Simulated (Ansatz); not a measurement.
Ti: electron density at the nuclei under pressure

```
Ti
1.0
     2.95000    0.00000    0.00000
    -1.47500    2.55477    0.00000
     0.00000    0.00000    4.68600
Ti
2
Direct
  0.33333 0.66667 0.25000
  0.66667 0.33333 0.75000
```

Atoms are numbered in the order listed.

The cell is COD entry 9008517, as deposited and not checked against the literature; nothing was relaxed.

The calculation used DFT, PBE, all-electron PAW with datasets made for the crystal, scalar-relativistic (Ansatz 0.2.0).

Sampling and basis: a Γ-centred 13×13×7 k mesh, Fermi–Dirac smearing of 0.08 eV, cutoff 260 eV (chosen by the program for this cell), no spin polarisation.

The contact density is the mean electron density over the nuclear volume; its changes follow the s electrons' response to bonding and compression. Changes below are taken from the unscaled cell, where it is 56838.8 e/Å³ at Ti1.

Volumes at which the program chose other datasets or cutoffs are left out.

The datasets are made afresh for each cell, so very small changes are uncertain.

Task: Does compression raise or lower the contact density at Ti1?

Result: It raises it, by 1.28 e/Å³ over the whole range.

Task: Tabulate the changes with volume.

Result: 
```csv
V/V(cell),P (GPa),Δρ(0) Ti1 (e/Å³)
0.9405,5.7,0.97
0.9600,3.1,0.64
0.9800,0.6,0.32
0.9900,-0.5,0.16
1.0000,-1.6,0.00
1.0100,-2.6,-0.15
1.0200,-3.6,-0.31
```
